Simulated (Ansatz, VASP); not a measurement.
CaF2: VASP beside Ansatz

```xyz
3
Lattice="0.0000 2.7552 2.7552 2.7552 0.0000 2.7552 2.7552 2.7552 0.0000" Properties=species:S:1:pos:R:3 pbc="T T T"
Ca    0.0000    0.0000    0.0000
F     1.3776    1.3776    1.3776
F     4.1328    4.1328    4.1328
```

Alike in both runs: functional PBE; k mesh 8 × 8 × 8; occupations gaussian, width 0.02 eV; no spin polarisation.

Ansatz relaxed the structure, and its values are those at the end. VASP's run is a single point on that final structure, the one shown.

|  | VASP | Ansatz |
| --- | --- | --- |
| version | VASP 6.6.1 | Ansatz 0.2.0 |
| potentials or method | VASP PAW PBE potentials, release 64 (Ca_sv, F) | scalar-relativistic, plane waves, PAW |
| plane-wave cutoff (eV) | 520 | 420 |
| valence electrons in the cell | 24 | 24 |

Ansatz gave:

* gap on the k mesh at the Fermi level (eV): 7.14
* least direct gap on the mesh (eV): 7.40
* pressure (GPa): 0.0

Task: Which values does VASP return?

Result: gap on the k mesh at the Fermi level (eV): 7.12; least direct gap on the mesh (eV): 7.37; pressure (GPa): 0.3.

A k mesh can miss the band edges.
